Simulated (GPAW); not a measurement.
Runs of GPAW 26.7.0 on AlO. Symmetry: Pm-3m, No. 221, cubic system. The conventional cell has a = 2.769 Å, b = 2.769 Å, c = 2.769 Å, α = 90.00°, β = 90.00°, γ = 90.00°. Around Al (site symmetry m-3m) lie 8 O at 2.40 Å. Around O (site symmetry m-3m) lie 8 Al at 2.40 Å. The cell was built by a generator and needn't be a form met in nature.

| level | potentials or basis | eigensolver | gap on the mesh (eV) | pressure (GPa) | relaxed volume (Å³/atom) |
| --- | --- | --- | --- | --- | --- |
| SCAN | GPAW PAW data sets (gpaw-data 1.2.1), pw | - | none | 0.1 | (a) |
| TPSS | GPAW PAW data sets (gpaw-data 1.2.1), pw | davidson | none | 0.0 | (b) |
| BLYP | PAW data sets generated in the run's folder for this functional, pw | davidson | none | 0.1 | 10.99 |
| PBEsol | PAW data sets generated in the run's folder for this functional, pw | - | none | 0.1 | 10.28 |
| LDA | the program's PAW data sets (release 1.2.1) made for this functional, pw | - | none | 0.0 | 9.99 |
| PW91 | PAW data sets generated in the run's folder for this functional, pw | - | none | -0.2 | - |
| RPBE | the program's PAW data sets (release 1.2.1) made for this functional, pw | - | none | 0.1 | 10.88 |
| AM05 | PAW data sets generated in the run's folder for this functional, pw | - | none | 0.1 | 10.28 |

Alike in all rows: task relaxation of cell and atoms; no spin polarisation; cell relaxed; k mesh 8 × 8 × 8; cutoff (eV) 800; smearing fermi-dirac 0.05 eV.

Question: Estimate the missing entries.

Answer: (a) 10.26; (b) 10.41.

Caveats: later steps reuse the first step's grids; an odd number of electrons without spin polarisation forces a metal; a magnetic or distorted state may lie lower; the PAW data sets were made with another functional, which shifts forces and pressure a little (some runs); the relaxation stopped at its first step, so nothing moved (some runs).

A gap of «none» marks a metal or a gap under the smearing width.
